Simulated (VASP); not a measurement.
Nd: single point with PBE

Nd:

```
Nd
1.0
     0.00000    2.55174    2.55174
     2.55174    0.00000    2.55174
     2.55174    2.55174    0.00000
Nd
1
Cartesian
  0.0000 0.0000 0.0000
```

This isn't the form of Nd at room conditions, which is double hcp.

The cell isn't the ideal one: volume scaled by 0.94.

```yaml
Program: VASP 6.6.1
Task: single point
Functional: PBE
Potentials_or_basis: VASP PAW PBE potentials, release 64 (Nd)
Cutoff: 520 eV
k_mesh: 9 × 9 × 9
Occupations: fermi-dirac, width 0.05 eV
Spin: collinear spin, typed start
Starting_moments: "[3.0] μB"
Dipole_correction: no
Further_INCAR_settings: ALGO = Normal; EDIFF = 1e-06; NBANDS = 17
```

The pressure is 0.8 GPa. The band gap on the k mesh is none (metal or under the smearing width) and the net moment is 4.04 μB per cell. The site moments are Nd +3.33 μB and the valence electrons inside the program's atomic spheres are Nd 11.22.

Levels at points of the mesh, in eV from the Fermi level:
Spin up:
```
           k point  band 5  band 6  band 7  band 8  band 9  band 10  band 11  band 12  band 13  band 14
(0.00, 0.00, 0.00)   -3.98   -0.20   -0.20   -0.20    0.21     0.21     0.21     0.21     1.66     1.66
```
Spin down:
```
           k point  band 3  band 4  band 5  band 6  band 7  band 8
(0.00, 0.00, 0.00)  -16.57  -16.57   -3.11    1.63    1.90    1.90
```

Run time: 77 s on 1 thread of Intel(R) Xeon(R) Platinum 8375C CPU @ 2.90GHz (Ice Lake) (shared host), peak memory 0.2 GiB.

Caveat: the magnetic or orbital state may not be the lowest; spin-orbit coupling is left out, which moves the levels of the heavy elements. The state reached can hang on the start; a lower one may exist.
